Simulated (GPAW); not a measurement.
# SnO2 (Cassiterite) (P4_2/mnm) in GPAW: notebook

The runs below take SnO2 (Cassiterite) through single point, with PBE.

Program: GPAW 26.7.0. These are calculated values, not measurements. Logs are shortened: lines on timing, memory, paths and dates and some standing lists are left out, and cuts for length are marked. The log counts tension as positive stress, the text compression.

### Step 1. Starting point

Symmetry: P4_2/mnm, No. 136, tetragonal system. Conventional cell: a = 4.738 Å, b = 4.738 Å, c = 3.187 Å, α = 90.00°, β = 90.00°, γ = 90.00°. Around Sn (site symmetry mmm) lie 6 O at 2.05 to 2.06 Å. O (site symmetry m2m) is surrounded by 3 Sn at 2.05 to 2.06 Å.

### Step 2. Single point, PBE

Contents of run.py:

```python
from ase.dft.bandgap import bandgap
from ase.io import read, write
from ase.units import GPa
from gpaw import GPAW, PW

atoms = read('POSCAR')

calc = GPAW(mode=PW(800),
            xc='PBE',
            kpts={'size': (6, 6, 8), 'gamma': True},
            occupations={'name': 'methfessel-paxton', 'order': 0, 'width': 0.012},
            nbands=43,
            convergence={'density': 1e-05, 'energy': 1e-05},
            maxiter=150,
            txt='gpaw.txt')
atoms.calc = calc
energy = atoms.get_potential_energy()
forces = atoms.get_forces()
stress = atoms.get_stress()
calc.write('gs.gpw')
write('result.traj', atoms)
print(f'Energy: {energy:.6f} eV')
print('Forces (eV/A):')
print(forces.round(4))
print('Stress (GPa):', (stress / GPa).round(3))
print('Fermi level:', round(calc.get_fermi_level(), 4), 'eV')
print(f'Gap: {bandgap(calc)[0]:.4f} eV, direct: {bandgap(calc, direct=True)[0]:.4f} eV')
```

Contents of POSCAR:

```
SnO2
1.0
    4.7380000000      0.0000000000      0.0000000000
    0.0000000000      4.7380000000      0.0000000000
    0.0000000000      0.0000000000      3.1865000000
Sn O
2 4
Direct
    0.5000000000      0.5000000000      0.5000000000
    0.0000000000      0.0000000000      0.0000000000
    0.8071000000      0.1929000000      0.5000000000
    0.6929000000      0.6929000000      0.0000000000
    0.1929000000      0.8071000000      0.5000000000
    0.3071000000      0.3071000000      0.0000000000
```

Potentials or basis: GPAW PAW data sets (gpaw-data 1.2.1), pw.

Run with:

```console
$ OMP_NUM_THREADS=1 python run.py
```

gpaw.txt:

```text
__  _  _
 | _ |_)|_||  |
 |__||  | ||/\| - 26.7.0

Input parameters:
  mode=PW(ecut=800.0),
  convergence={'density': 1e-05, 'energy': 1e-05},
  kpts=MonkhorstPack(size=(6, 6, 8), gamma=True),
  maxiter=150,
  nbands=43,
  occupations=Occupations(name='methfessel-paxton', order=0, width=0.012),
  xc=XC(name='PBE')

Diagonalizing LCAO Hamiltonian
Converting LCAO to pw mode
    .-----------.
   /|           |
  / |           |
 *  | O         |
 |  .---Sn-O----.
 | /       O   /
 |/   O       /
 Sn----------*

Atoms  # Å, Bohr magnetons
|   | symbol |        x |        y |        z |    initial magnetic moments |
|---|--------|----------|----------|----------|-----------------------------|
| 0 |     Sn | 2.369000 | 2.369000 | 1.593250 | ( 0.0000,  0.0000,  0.0000) |
| 1 |     Sn | 0.000000 | 0.000000 | 0.000000 | ( 0.0000,  0.0000,  0.0000) |
| 2 |      O | 3.824040 | 0.913960 | 1.593250 | ( 0.0000,  0.0000,  0.0000) |
| 3 |      O | 3.282960 | 3.282960 | 0.000000 | ( 0.0000,  0.0000,  0.0000) |
| 4 |      O | 0.913960 | 3.824040 | 1.593250 | ( 0.0000,  0.0000,  0.0000) |
| 5 |      O | 1.455040 | 1.455040 | 0.000000 | ( 0.0000,  0.0000,  0.0000) |

Unit cell  # Å
| periodic |        x |        y |        z |  lengths |    angles |
|----------|----------|----------|----------|----------|-----------|
|      yes | 4.738000 | 0.000000 | 0.000000 | 4.738000 | 90.000000 |
|      yes | 0.000000 | 4.738000 | 0.000000 | 4.738000 | 90.000000 |
|      yes | 0.000000 | 0.000000 | 3.186500 | 3.186500 | 90.000000 |

Number of symmetries: 8
Symmetry operations  # r_c * U_cc + t_c -> r_c
|   | kind |            matrix            |
|---|------|------------------------------|
| 0 |  E   |  1, 0, 0,  0, 1, 0,  0, 0, 1 |
| 1 |  σ   |  1, 0, 0,  0, 1, 0,  0, 0,-1 |
| 2 |  σ   |  0, 1, 0,  1, 0, 0,  0, 0, 1 |
| 3 |  C2  |  0, 1, 0,  1, 0, 0,  0, 0,-1 |
| 4 |  σ   |  0,-1, 0, -1, 0, 0,  0, 0, 1 |
| 5 |  C2  |  0,-1, 0, -1, 0, 0,  0, 0,-1 |
| 6 |  C2  | -1, 0, 0,  0,-1, 0,  0, 0, 1 |
| 7 |  i   | -1, 0, 0,  0,-1, 0,  0, 0,-1 |

BZ-sampling:
  Number of BZ points: 288
  Number of IBZ points: 65

  Monkhorst-Pack size: [6, 6, 8]
  Monkhorst-Pack shift: [0.08333333333333333, 0.08333333333333333, 0.0625]

K-points  # in reciprocal-cell coordinates
|     |                                coordinates |     weight |
|-----|--------------------------------------------|------------|
|   0 | (  0.00000000,   0.00000000,   0.00000000) | 0.00347222 |
|   1 | (  0.00000000,   0.00000000,   0.12500000) | 0.00694444 |
|   2 | (  0.00000000,   0.00000000,   0.25000000) | 0.00694444 |
|   3 | (  0.00000000,   0.00000000,   0.37500000) | 0.00694444 |
|   4 | (  0.00000000,   0.00000000,   0.50000000) | 0.00347222 |
|   5 | (  0.16666667,  -0.16666667,   0.00000000) | 0.00694444 |
|   6 | (  0.16666667,  -0.16666667,   0.12500000) | 0.01388889 |
|   7 | (  0.16666667,  -0.16666667,   0.25000000) | 0.01388889 |
|   8 | (  0.16666667,  -0.16666667,   0.37500000) | 0.01388889 |
|   9 | (  0.16666667,  -0.16666667,   0.50000000) | 0.00694444 |
| ... |                                            |            |
|  64 | (  0.50000000,   0.50000000,   0.50000000) | 0.00347222 |

Plane wave coefficients: 3704
Cutoff: 800.0 eV

Spin-components: 1 (collinear spins)
Bands:           43
Projectors:      32
Spin-degeneracy: 2
Datatype:        complex128

Parallelization:
  kpt:    1
  domain: 1
  band:   1

Density:
  Valence electrons: 52.0
  Components: 1
  Grid points: [32 32 21]
  Charge: 0.0  # |e|

Potential:
  Grid points: [32 32 21]

species:
  Sn:
    name:    Tin
    Z:       50.0
    valence: 14
    core:    36
    charge:  0.0  # [|e|]
    compensation charges:
      type: gauss
      rc: 0.38  # [Å]
      lmax: 2
    cutoffs:
      filter: 2.23  # [Å]
      core: 2.35  # [Å]
    projectors
    | kind |    occ | energy [eV] | rcut [Å] |
    |------|--------|-------------|----------|
    |   5s |  2.000 |     -10.538 |    1.201 |
    |   5p |  2.000 |      -3.696 |    1.270 |
    |   4d | 10.000 |     -25.845 |    1.185 |
    |    s |        |      16.674 |    1.201 |
    |    p |        |      23.515 |    1.270 |
    |    d |        |       1.367 |    1.185 |

    Using partial waves for Sn as LCAO basis

  O:
    name:    Oxygen
    Z:       8.0
    valence: 6
    core:    2
    charge:  0.0  # [|e|]
    compensation charges:
      type: gauss
      rc: 0.21  # [Å]
      lmax: 2
    cutoffs:
      filter: 1.17  # [Å]
      core: 0.83  # [Å]
    projectors
    | kind |    occ | energy [eV] | rcut [Å] |
    |------|--------|-------------|----------|
    |   2s |  2.000 |     -23.961 |    0.688 |
    |   2p |  4.000 |      -9.029 |    0.598 |
    |    s |        |       3.251 |    0.688 |
    |    p |        |      18.182 |    0.598 |
    |    d |        |       0.000 |    0.619 |

    Using partial waves for O as LCAO basis

Reference energy: -344184.795819  # eV

eigensolver:
  PPCG
  Converge bands: occupied
  niter=2

density mixing:
  MSR1-Mixer
  Pratt-step length: 0.05
  Maximum mixing coefficient: 0.75
  Old densities: 10
  SVD Regularization: 0.005
  Good broyden scale: 1.0
  Trust region scale: 1.0
  Backstep threshold: 4.0
  History deletion threshold: 6.0
  Fourier metric: weight=20.0, sigma=0.015

occupation numbers:
  Methfessel-Paxton:
    width: 0.0120  # eV
    order: 0

poisson solver:
  ecut: 6400.0  # eV

xc functional:
  name: PBE with 2 nearest neighbor stencil

convergence criteria:
- Maximum integral of absolute [dens]ity change: 1e-05 electrons / valence electron
- Maximum [total energy] change in last 3 cyles: 1e-05 eV / valence electron
- Maximum integral of absolute [eigenst]ate change: 4e-08 eV^2 / valence electron
maximum number of iterations: 150

SCF iterations
|iter     | |      energy | eigst |  dens |
|---------|-|-------------|-------|-------|
|iter:   1| |  -44.545599 | +0.48 |       |
|iter:   2| |  -43.070487 | -1.29 | -0.87 |
|iter:   3| |  -38.788851 | -0.76 | -0.93 |
|iter:   4| |  -38.761736 | -2.68 | -1.48 |
|iter:   5| |  -38.771325 | -3.30 | -1.80 |
|iter:   6| |  -38.771728 | -4.54 | -2.88 |
|iter:   7| |  -38.771813c| -5.29 | -3.30 |
|iter:   8| |  -38.771785c| -5.86 | -3.53 |
|iter:   9| |  -38.771786c| -7.51c| -4.40 |
|iter:  10| |  -38.771786c| -7.67c| -4.88 |
|iter:  11| |  -38.771786c| -8.20c| -5.47c|

Converged in 11 steps
Energy contributions relative to reference atoms: (reference = -344184.795819)

Energy contributions:
  Kinetic:          81.523515
  Coulomb:         -72.096083
  Zero:              0.239330
  External:          0.000000
  Xc:              -48.438548
  Entropy:           0.000000
  Spinorbit:         0.000000
  ----------------------------
  Free energy:     -38.771786
  Extrapolated:    -38.771786

dipole moment: (-15.483006, -15.483006, -28.279072)  # |e|*Ang

Fermi level: 6.403
Eigenvalues  # (at kpt = [0.000, 0.000, 0.000])
| band index |      eig [eV] | occ [0-2] |
|------------|---------------|-----------|
|          0 |       -15.024 |     2.000 |
|        ... |               |           |
|         18 |         2.978 |     2.000 |
|         19 |         4.031 |     2.000 |
|         20 |         4.160 |     2.000 |
|         21 |         4.862 |     2.000 |
|         22 |         4.862 |     2.000 |
|         23 |         5.299 |     2.000 |
[... 8 lines left out ...]
|         32 |        18.210 |     0.000 |
|         33 |        18.210 |     0.000 |
|        ... |               |           |
|         42 |        26.104 |     0.000 |

Gap: 1.315 eV
Transition (v -> c):
  (s=0, k=0, n=25, [0.00, 0.00, 0.00]) -> (s=0, k=0, n=26, [0.00, 0.00, 0.00])
No difference between direct/indirect transitions

Forces  # eV/Ang
|        x |        y |       z |
|----------|----------|---------|
|  0.00000 |  0.00000 | 0.00000 |  # Sn   0
|  0.00000 |  0.00000 | 0.00000 |  # Sn   1
| -0.17965 |  0.17965 | 0.00000 |  # O    2
|  0.17965 |  0.17965 | 0.00000 |  # O    3
|  0.17965 | -0.17965 | 0.00000 |  # O    4
| -0.17965 | -0.17965 | 0.00000 |  # O    5

Stress tensor  # eV/Ang^3
|         x |         y |         z |
|-----------|-----------|-----------|
| -0.054911 | -0.000000 |  0.000000 |
| -0.000000 | -0.054911 |  0.000000 |
|  0.000000 |  0.000000 | -0.070054 |

# Writing to gs.gpw (mode='')
```

It took 2.9 min on 1 thread of Arm Neoverse V1, shared host; peak memory 0.39 GiB.

Results:

```
Free energy            : -38.7718 eV
Pressure               : 9.6 GPa
Largest force          : 0.254 eV/Å
Band gap on the k mesh : 1.31 eV, direct
```

Forces on the atoms (eV/Å):
```
Sn   0.000  0.000  0.000
Sn   0.000  0.000  0.000
O   -0.180  0.180  0.000
O    0.180  0.180  0.000
O    0.180 -0.180  0.000
O   -0.180 -0.180  0.000
```

Levels at points of the mesh, in eV from the valence-band top:
| k point | band 23 | band 24 | band 25 | band 26 | band 27 | band 28 | band 29 | band 30 |
| --- | --- | --- | --- | --- | --- | --- | --- | --- |
| (0.00, 0.00, 0.00) | -1.21 | -0.77 | -0.77 | 0.00 | 1.31 | 6.18 | 6.37 | 6.37 |
| (0.00, 0.00, 0.50) | -1.65 | -1.65 | -1.25 | -1.25 | 6.26 | 6.26 | 9.81 | 9.81 |
| (0.50, 0.00, 0.00) | -1.17 | -1.17 | -0.63 | -0.63 | 4.47 | 4.47 | 7.11 | 7.11 |
| (0.50, 0.00, 0.50) | -1.10 | -1.10 | -0.68 | -0.68 | 6.53 | 6.53 | 8.10 | 8.10 |
| (0.50, 0.50, 0.00) | -1.29 | -1.29 | -0.90 | -0.90 | 4.87 | 4.87 | 7.55 | 7.55 |
| (0.50, 0.50, 0.50) | -0.97 | -0.97 | -0.83 | -0.83 | 4.96 | 4.96 | 8.91 | 8.91 |

Caveat: spin-orbit coupling is left out, which moves the levels of the heavy elements. Expect the measured gap to be larger: semilocal functionals such as PBE lack the derivative discontinuity.

### Step 3. Single point, PBE

run.py, as its differences from that of step 2:

```diff
@@ -5,11 +5,10 @@
 
-atoms = read('POSCAR')
+atoms = read('SnO2.xyz')
 
-calc = GPAW(mode=PW(800),
+calc = GPAW(mode=PW(550),
             xc='PBE',
-            kpts={'size': (6, 6, 8), 'gamma': True},
-            occupations={'name': 'methfessel-paxton', 'order': 0, 'width': 0.012},
+            kpts={'size': (5, 5, 7), 'gamma': True},
+            occupations={'name': 'fermi-dirac', 'width': 0.05},
             nbands=43,
-            convergence={'density': 1e-05, 'energy': 1e-05},
-            maxiter=150,
+            maxiter=120,
             txt='gpaw.txt')
```

Contents of SnO2.xyz:

```xyz
6
Lattice="4.7380000000 0.0000000000 0.0000000000 0.0000000000 4.7380000000 0.0000000000 0.0000000000 0.0000000000 3.1865000000" Properties=species:S:1:pos:R:3 pbc="T T T"
Sn     2.3690000000      2.3690000000      1.5932500000
Sn     0.0000000000      0.0000000000      0.0000000000
O      3.8240398000      0.9139602000      1.5932500000
O      3.2829602000      3.2829602000      0.0000000000
O      0.9139602000      3.8240398000      1.5932500000
O      1.4550398000      1.4550398000      0.0000000000
```

Potentials or basis: GPAW PAW data sets (gpaw-data 1.2.1), pw.

Run with:

```console
$ OMP_NUM_THREADS=1 python run.py
```

Run time: 50 s. Hardware: 1 thread of Arm Neoverse V2, shared host; peak memory 0.24 GiB.

The run converged, but some of its settings lie outside the range that counts as converged, so its numbers aren't taken as properties of the crystal.

Results:

```
Free energy            : -37.9990 eV
Pressure               : -0.6 GPa
Largest force          : 0.260 eV/Å
Band gap on the k mesh : 1.29 eV, direct
```

Caveat: the cutoff is short for stress and forces, so pressures can be off by a GPa or more; spin-orbit coupling is left out, which moves the levels of the heavy elements.
